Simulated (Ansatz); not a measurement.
Ag: computed DOS

```
CELL_PARAMETERS angstrom
0.00000 3.10836 3.10836
3.10836 0.00000 3.10836
3.10836 3.10836 0.00000
ATOMIC_POSITIONS crystal
Ag 0.00000 0.00000 0.00000
Ag 0.25000 0.25000 0.25000
```

The structure comes from a relaxation in the same program, started in the diamond type, and has space group Fd-3m. Whether it is a known phase or the ground state wasn't checked.

The calculation used DFT, PBE, all-electron LAPW, scalar-relativistic (Ansatz 0.2.0).

Sampling and basis: a Γ-centred 11×11×11 k mesh, Fermi–Dirac smearing of 0.05 eV, basis error target 0.5 meV/atom, no spin polarisation.

(1) Where is the centre of the filled Ag 4d states between -14 eV and the top of the filled states?

(2) Tabulate the density of states.

Results:

(1) -3.73 eV from the Fermi level.

(2) States per eV and cell, averaged over 0.6 eV, from -5.2 to 3.6 eV, with energies (bin centres) from the Fermi level; empty bins are left out. The partial columns, the largest 2 alone, are projections on Löwdin-orthogonalised atomic shells (those that the program's projection atoms carry: the occupied ones and, for some elements, an empty d or f shell; other empty shells have no column), summed over atoms of an element. Weights on diffuse s and p shells depend on that basis and aren't pure angular character.
```
E (eV)  total  Ag 4d  Ag 5s
  -5.0   3.10   3.09   0.01
  -4.4  10.98  10.53   0.43
  -3.8   7.19   6.36   0.79
  -3.2   5.91   5.65   0.23
  -2.6   6.91   6.71   0.19
  -2.0   0.65   0.29   0.35
  -1.4   0.72   0.20   0.50
  -0.8   0.76   0.16   0.57
  -0.2   0.57   0.08   0.45
   0.4   0.74   0.05   0.55
   1.0   0.81   0.05   0.61
   1.6   0.48   0.03   0.34
   2.2   0.89   0.02   0.28
   2.8   0.94   0.02   0.22
   3.4   1.16   0.02   0.17
```
